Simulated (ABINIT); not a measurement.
The system is TiB2.

```
Ti B
1.0
     3.02920    0.00000    0.00000
    -1.51460    2.62336    0.00000
     0.00000    0.00000    3.22840
Ti B
1 2
Direct
  0.00000 0.00000 0.00000
  0.66667 0.33333 0.50000
  0.33333 0.66667 0.50000
```

| Item | Value |
| --- | --- |
| Program | ABINIT 10.8.3 (patched build) |
| Task | relaxation of cell and atoms |
| Functional | LDA |
| Potentials or basis | JTH PAW PBE v2.0 |
| Cutoff | 490 eV |
| k mesh | 10 × 10 × 8 |
| Occupations | fermi-dirac, width 0.05 eV |
| Spin | no spin polarisation |

At the start: pressure -10.2 GPa; volume 8.55 Å³/atom.

Task: Where does the relaxation end?

Result: Over 5 steps the energy falls by 11.2 meV/atom and the volume is 8.21 Å³/atom (-3.9 %); space group P6/mmm (No. 191, to 0.05 Å).

The path:
| step | energy change (eV) | largest force (eV/Å) | pressure (GPa) | volume (Å³) |
| --- | --- | --- | --- | --- |
| 1 | 0.0000 | 0.0000 | -10.16 | 25.66 |
| 2 | -0.0312 | 0.0000 | -2.24 | 24.87 |
| 3 | -0.0334 | 0.0000 | 0.15 | 24.64 |
| 4 | -0.0336 | 0.0000 | 0.12 | 24.64 |
| 5 | -0.0336 | 0.0000 | 0.00 | 24.64 |

Final structure:
```yaml
crystal:
  lattice:
    - [2.99668, 0.00000, 0.00000]
    - [-1.49834, 2.59520, 0.00000]
    - [0.00000, 0.00000, 3.16880]
  atoms:
    - { symbol: Ti, position: [0.00000, 0.00000, 0.00000] }
    - { symbol: B, position: [0.66667, 0.33333, 0.50000] }
    - { symbol: B, position: [0.33333, 0.66667, 0.50000] }
```

Caveat: the PAW data sets were made with another functional, which shifts forces and pressure a little; the atomic spheres overlap.
